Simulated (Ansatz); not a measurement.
The system is C.

```
CELL_PARAMETERS angstrom
2.52210 0.00000 0.00000
-1.26105 2.18420 0.00000
0.00000 0.00000 12.35570
ATOMIC_POSITIONS crystal
C 0.66667 0.33333 0.35417
C 0.33333 0.66667 0.85417
C 0.66667 0.33333 0.14583
C 0.33333 0.66667 0.64583
C 0.66667 0.33333 0.47917
C 0.33333 0.66667 0.97917
C 0.66667 0.33333 0.02083
C 0.33333 0.66667 0.52083
C 0.00000 0.00000 0.81250
C 0.00000 0.00000 0.31250
C 0.00000 0.00000 0.68750
C 0.00000 0.00000 0.18750
```

This is a hexagonal form of diamond, not graphite.

| Property | Result |
| --- | --- |
| Program | Ansatz 0.2.0 |
| Task | relaxation of cell and atoms |
| Functional | revPBE |
| Dispersion | D4 |
| Potentials or basis | Ansatz PAW |
| Cutoff | 420 eV (not typed: the program's choice for these potentials) |
| k mesh | 12 × 12 × 3 |
| Occupations | fermi-dirac, width 0.05 eV |
| Spin | no spin polarisation |

At the start: volume 5.67 Å³/atom.

Task: How do energy, volume and symmetry change on relaxing?

Result: It ends after 7 steps and the volume is 5.59 Å³/atom (-1.4 %); space group P6_3/mmc (No. 194, to 0.05 Å).

The path:
```tsv
step	energy change (eV)	largest force (eV/Å)	volume (Å³)
1	0.0000	0.3299	68.06
2	-0.0330	0.3228	67.47
3	-0.0413	0.1170	67.16
4	-0.0421	0.0028	67.12
5	-0.0370	0.0034	67.12
6	-0.0371	0.0003	67.10
7	-0.0370	0.0003	67.10
```

Final structure:
```
CELL_PARAMETERS angstrom
2.50462 0.00000 0.00000
-1.25231 2.16907 0.00000
0.00000 0.00000 12.35101
ATOMIC_POSITIONS crystal
C 0.66667 0.33333 0.35491
C 0.33333 0.66667 0.85491
C 0.66667 0.33333 0.14509
C 0.33333 0.66667 0.64509
C 0.66667 0.33333 0.47923
C 0.33333 0.66667 0.97923
C 0.66667 0.33333 0.02077
C 0.33333 0.66667 0.52077
C 0.00000 0.00000 0.81311
C 0.00000 0.00000 0.31311
C 0.00000 0.00000 0.68689
C 0.00000 0.00000 0.18689
```

Caveat: the plane-wave basis is chosen anew once the cell has moved, so the energies of steps on either side of that aren't comparable; the pressure holds a Pulay correction of +0.9 GPa for the finite cutoff; the PAW data sets come from PBE, with cores solved anew for the run's functional, which leaves a small shift of forces and pressure.
